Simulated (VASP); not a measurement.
Wanted: the native input for a VASP 6.6.1 run.

| Item | Value |
| --- | --- |
| Task | single point |
| Functional | PBE |
| Potentials or basis | VASP PAW PBE potentials, release 64 (Ta_pv) |
| Cutoff | 520 eV |
| k mesh | 16 × 16 × 16 |
| Occupations | gaussian, width 0.1 eV |
| Spin | no spin polarisation |
| Dipole correction | no |
| Further INCAR settings | ALGO = Fast; EDIFF = 1e-06; NBANDS = 12 |

The structure of Ta lies in POSCAR:

```
Ta
1.0
    0.0000000000      2.1661598651      2.1661598651
    2.1661598651      0.0000000000      2.1661598651
    2.1661598651      2.1661598651      0.0000000000
Ta
1
Direct
    0.0000000000      0.0000000000      0.0000000000
```

This isn't the form of Ta at room conditions, which is bcc.

The cell isn't the ideal one: Pt replaced by Ta, lengths x 1.150, strained and moved within the space group.

The input as run:

INCAR

```
PREC = Accurate ; ENCUT = 520
EDIFF = 1E-6 ; ISMEAR = 0
SIGMA = 0.1 ; LREAL = F
LASPH = T ; NELM = 100
ALGO = Fast ; ISIF = 2
LWAVE = F ; LCHARG = F
GGA = PE ; NBANDS = 12
```

KPOINTS

```
Automatic mesh
0
Gamma
  16 16 16
```

Potentials or basis: VASP PAW PBE potentials, release 64 (Ta_pv).

Run with:

```console
$ cat potpaw_PBE.64/Ta_pv/POTCAR > POTCAR
$ mpirun -np 1 vasp_std > vasp.out
```

Results of the run:

| Quantity | Value |
| --- | --- |
| Pressure | -12.7 GPa |
| Band gap on the k mesh | none (metal or under the smearing width) |

It took 36 s on 1 thread of Intel(R) Xeon(R) Platinum 8259CL CPU @ 2.50GHz (Skylake/Cascade Lake), with other jobs on the host, peak memory 0.16 GiB.
